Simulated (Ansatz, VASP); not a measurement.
**ZrB2 in VASP and in Ansatz**

Contents of INCAR:

```
SYSTEM = ZrB2
PREC = Accurate
ENCUT = 520
EDIFF = 1E-6
ISMEAR = 0
SIGMA = 0.15
LREAL = .FALSE.
LASPH = .TRUE.
NELM = 100
ALGO = Normal
ISIF = 2
LWAVE = .FALSE.
LCHARG = .FALSE.
GGA = CA
NBANDS = 16
```

KPOINTS

```
regular mesh
0
G
  18 18 12
  0 0 0
```

File POSCAR:

```
ZrB2
1.0
    2.9856541241      0.0000000000      0.0000000000
   -1.4928270621      2.5856523183      0.0000000000
    0.0000000000      0.0000000000      3.5332230904
Zr B
1 2
Direct
    0.0000000000      0.0000000000      0.0000000000
    0.3333333333      0.6666666667      0.5000000000
    0.6666666667      0.3333333333      0.5000000000
```

Input for Ansatz:

```yaml
crystal:
  lattice:
    - [2.9856541241, 0.0, 0.0]
    - [-1.4928270621, 2.5856523183, 0.0]
    - [0.0, 0.0, 3.5332230904]
  atoms:
    - { symbol: Zr, position: [0.0, 0.0, 0.0] }
    - { symbol: B, position: [0.3333333333, 0.6666666667, 0.5] }
    - { symbol: B, position: [0.6666666667, 0.3333333333, 0.5] }
basis:
  ecutwfc: 520.0
kpoints:
  mp_grid: { grid: [18, 18, 12] }
hamiltonian:
  xc: lda
  pseudopotentials: { kind: paw }
scf:
  occupations: { method: gaussian, width: 0.15 }
output:
  forces: true
  stress: true
  eigenvalues: true
```

Alike in both runs: task single point; functional LDA; k mesh 18 × 18 × 12; occupations gaussian, width 0.15 eV; no spin polarisation.

```csv
,VASP,Ansatz
version,VASP 6.6.1,Ansatz 0.2.0
potentials or method,"VASP PAW LDA potentials, release 64 (Zr_sv, B)","scalar-relativistic, plane waves, PAW"
plane-wave cutoff (eV),520,520
valence electrons in the cell,18,18
```

|  | VASP | Ansatz | Ansatz less VASP |
| --- | --- | --- | --- |
| gap on the k mesh at the Fermi level (eV) | none | none | - |
| pressure (GPa) | 27.2 | 26.5 | -0.68 |
| largest component of the traceless stress (GPa) | 17.61 | 17.68 | +0.065 |

A gap of «none» marks a metal or a gap that the smearing closes.

Caveats: so large a pressure means that the cell lies far from this level's equilibrium, or that cutoff or potentials fall short (VASP).
